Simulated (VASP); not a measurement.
# Pd in VASP: single point with PBE+D3(BJ)

Aim: the single point of Pd with PBE+D3(BJ).

All numbers are computed with VASP 6.6.1; they aren't measurements. Logs are shortened: lines on timing, memory, paths and dates and some standing lists are left out, and cuts for length are marked.

### 1 The cell of the first run

The cell holds a slab with vacuum, 4 atoms: a = 2.750 Å, b = 2.750 Å, c = 22.834 Å, α = 90.00°, β = 90.00°, γ = 90.00°.

The slab is cut from a database's or a generator's crystal, which needn't be the stable form of the element.

### 2 Single point, PBE+D3(BJ) (clean slab, lower half held)

INCAR reads:

```
SYSTEM = Pd
  ALGO = Normal
  DIPOL = 0.5 0.5 0.500
  EDIFF = 1E-6
  ENCUT = 520
  GGA = PE
  IDIPOL = 3
  ISIF = 2
  ISMEAR = 0
  IVDW = 12
  LASPH = .TRUE.
  LCHARG = .FALSE.
  LDIPOL = .TRUE.
  LREAL = .FALSE.
  LWAVE = .FALSE.
  NBANDS = 28
  NELM = 100
  PREC = Accurate
  SIGMA = 0.1
```

KPOINTS reads:

```
k-points
0
G
  10 10 1
  0 0 0
```

POSCAR reads:

```
Pd
1.0
    2.7502723902      0.0000000000      0.0000000000
    0.0000000000      2.7502723902      0.0000000000
    0.0000000000      0.0000000000     22.8342087716
Pd
4
Direct
    0.5000000000      0.5000000000      0.3722485016
    0.0000000000      0.0000000000      0.4574161672
    0.5000000000      0.5000000000      0.5427345923
    0.0000000000      0.0000000000      0.6282790191
```

Potentials or basis: VASP PAW PBE potentials, release 64 (Pd).

Launch:

```bash
$ cat potpaw_PBE.64/Pd/POTCAR > POTCAR
$ mpirun -np 1 vasp_std > vasp.out
```

OUTCAR:

```text
SYSTEM = Pd
   EDIFF = 1E-6
   ENCUT = 520
   GGA = PE
   ISIF = 2
   ISMEAR = 0
   IVDW = 12
   LASPH = .TRUE.
   LREAL = .FALSE.
   NELM = 100
   PREC = Accurate
 IVDW          = 12

 ion  position               nearest neighbor table
   1  0.500  0.500  0.372-   2 2.75   2 2.75   2 2.75   2 2.75
   2  0.000  0.000  0.457-   1 2.75   1 2.75   1 2.75   1 2.75   3 2.75   3 2.75   3 2.75   3 2.75

   3  0.500  0.500  0.543-   2 2.75   2 2.75   2 2.75   2 2.75   4 2.76   4 2.76   4 2.76   4 2.76

   4  0.000  0.000  0.628-   3 2.76   3 2.76   3 2.76   3 2.76

  LATTYP: Found a simple tetragonal cell.
 ALAT       =     2.7502723902
 C/A-ratio  =     8.3025262708

  Lattice vectors:

 A1 = (   2.7502723902,   0.0000000000,   0.0000000000)
 A2 = (   0.0000000000,   2.7502723902,   0.0000000000)
 A3 = (   0.0000000000,   0.0000000000,  22.8342087716)

Analysis of symmetry for initial positions (statically):
=====================================================================
 Subroutine PRICEL returns:
 Original cell was already a primitive cell.

 Routine SETGRP: Setting up the symmetry group for a
 simple tetragonal supercell.

 Subroutine GETGRP returns: Found  8 space group operations
 (whereof  8 operations were pure point group operations)
 out of a pool of 16 trial point group operations.

The static configuration has the point symmetry C_4v.

Analysis of symmetry for dynamics (positions and initial velocities):
=====================================================================
 Subroutine PRICEL returns:
 Original cell was already a primitive cell.

 Routine SETGRP: Setting up the symmetry group for a
 simple tetragonal supercell.

 Subroutine GETGRP returns: Found  8 space group operations
 (whereof  8 operations were pure point group operations)
 out of a pool of 16 trial point group operations.

The dynamic configuration has the point symmetry C_4v.

 Subroutine INISYM returns: Found  8 space group operations
 (whereof  8 operations are pure point group operations),
 and found     1 'primitive' translations

----------------------------------------------------------------------------------------

                                     Primitive cell

  volume of cell :     172.7179

  direct lattice vectors                    reciprocal lattice vectors
     2.750272390  0.000000000  0.000000000     0.363600349  0.000000000  0.000000000
     0.000000000  2.750272390  0.000000000     0.000000000  0.363600349  0.000000000
     0.000000000  0.000000000 22.834208772     0.000000000  0.000000000  0.043793941

[... 92 lines left out ...]
   TEBEG  =    0.0;   TEEND  =   0.0 temperature during run
   PSTRESS=    0.0 pullay stress
   NELECT =      40.0000    total number of electrons
   NUPDOWN=      -1.0000    fix difference up-down
   EMIN   =  10.00;   EMAX   =-10.00  energy-range for DOS
   EFERMI =   0.00;   METHOD = LEGACY
   ISMEAR =     0;   SIGMA  =   0.10  broadening in eV -4-tet -1-fermi 0-gaus
   EFERMI_NEDOS =   21; number of points for ismear=-14 and -15
   IALGO  =     38    algorithm
   IMIX   =      4    mixing-type and parameters
     AMIX     =   0.40;   BMIX     =  1.00
     AMIX_MAG =   1.60;   BMIX_MAG =  1.00
  volume/ion in A,a.u.               =      43.18       291.39
  Fermi-wavevector in a.u.,A,eV,Ry     =   1.005346  1.899829 13.751698  1.010721
  Thomas-Fermi vector in A             =   2.138020
   LORBIT       =      0    0 simple, 1 ext, 2 COOP (PROOUT), +10 PAW based schemes
   GGA     = PE    functional components
   LHFCALC =     F    Hartree Fock is set to
   AEXX    =    0.0000 exact exchange contribution
   IVDW    =    12    specifies the selected vdW correction
   LEPSILON=     F    determine dielectric tensor
   LRPA    =     F    only Hartree local field effects (RPA)
 non-spin polarized calculation
 Gauss-broadening in eV      SIGMA  =   0.10
  energy-cutoff  :      520.00
  volume of cell :      172.72
 maximum number of plane-waves:      4688
   NGX = 11   NGY = 11   NGZ = 85

 dipolmoment           0.000000      0.000000     -0.000100 electrons x Angstroem

 number of electron      40.0000023 magnetization

 dipolmoment           0.000000      0.000000      0.000034 electrons x Angstroem

 Free energy of the ion-electron system (eV)
  ---------------------------------------------------
  ext. energy  EPLUGINS =         0.00000000
  ---------------------------------------------------
  free energy    TOTEN  =       -19.45002652 eV

  energy without entropy =      -19.39739642  energy(sigma->0) =      -19.42371147

 E-fermi :  -0.0015     XC(G=0):  -5.3112

 val. band max:       -0.0032945259   @ k =   0.5000   0.2000   0.0000
 cond. band min:       0.0119063421   @ k =   0.3000   0.3000   0.0000
 fundamental gap:      0.0152008679
 Fermi energy:        -0.0014888197

 k-point     1 :       0.0000    0.0000    0.0000
  band No.  band energies     occupation
      1      -6.5072      2.00000
      2      -5.2118      2.00000
      3      -4.8449      2.00000
      4      -4.8360      2.00000
      5      -4.3732      2.00000
      6      -4.1656      2.00000
[... 640 lines left out ...]
     27      10.5772      0.00000
     28      10.5812      0.00000

------------------------ aborting loop because EDIFF is reached ----------------------------------------

 vacuum level on the upper side and lower side of the slab       (xc-potential included)        -0.169        -0.173

 Edisp (eV)   -1.89394

 E8    (eV) :    -0.8718

  FORCE on cell =-STRESS in cart. coord.  units (eV):
  Direction    XX          YY          ZZ          XY          YZ          ZX
  --------------------------------------------------------------------------------------
  -------------------------------------------------------------------------------------
  Total      -2.26326    -2.26326    -0.09299     0.00000     0.00000     0.00000
  in kB     -20.99457   -20.99457    -0.86260     0.00000     0.00000     0.00000
  external pressure =      -14.28 kB  Pullay stress =        0.00 kB

 VOLUME and BASIS-vectors are now :
 -----------------------------------------------------------------------------
  energy-cutoff  :      520.00
  volume of cell :      172.72
      direct lattice vectors                 reciprocal lattice vectors
     2.750272390  0.000000000  0.000000000     0.363600349  0.000000000  0.000000000
     0.000000000  2.750272390  0.000000000     0.000000000  0.363600349  0.000000000
     0.000000000  0.000000000 22.834208772     0.000000000  0.000000000  0.043793941

 POSITION                                       TOTAL-FORCE (eV/Angst)
 -----------------------------------------------------------------------------------
      1.37514      1.37514      8.50000        -0.000000     -0.000000     -0.017682
      0.00000      0.00000     10.44474        -0.000000     -0.000000      0.035263
      1.37514      1.37514     12.39291         0.000000     -0.000000      0.008186
      0.00000      0.00000     14.34625        -0.000000      0.000000     -0.025768
 -----------------------------------------------------------------------------------
    total drift:                                0.000000     -0.000000      0.000094

  FREE ENERGIE OF THE ION-ELECTRON SYSTEM (eV)
  ---------------------------------------------------
  free  energy   TOTEN  =       -21.3439686354 eV

  energy  without entropy=      -21.2913385374  energy(sigma->0) =      -21.31765359

 vacuum level on the upper side and lower side of the slab         4.966         4.966
```

Run time: 3.4 min. Hardware: 1 thread of Intel Xeon Platinum 8375C at 2.90GHz (Ice Lake), shared host; peak memory 0.28 GiB.

Results:

```
Free energy                : -21.3440 eV
Largest force              : 0.035 eV/Å
Band gap on the k mesh     : none (metal or under the smearing width)
Dispersion energy per atom : -0.473 eV
```

Forces on the atoms (eV/Å):
```
Pd   0.000  0.000 -0.018
Pd   0.000  0.000  0.035
Pd   0.000  0.000  0.008
Pd   0.000  0.000 -0.026
```

Levels at points of the mesh, in eV from the Fermi level:
```tsv
k point	band 18	band 19	band 20	band 21	band 22	band 23
(0.00, 0.00, 0.00)	-0.55	-0.55	-0.16	0.00	0.12	0.12
(0.50, 0.00, 0.00)	-0.51	-0.12	-0.12	1.81	1.82	2.35
(0.50, 0.50, 0.00)	0.31	0.64	0.64	4.47	4.47	6.84
```
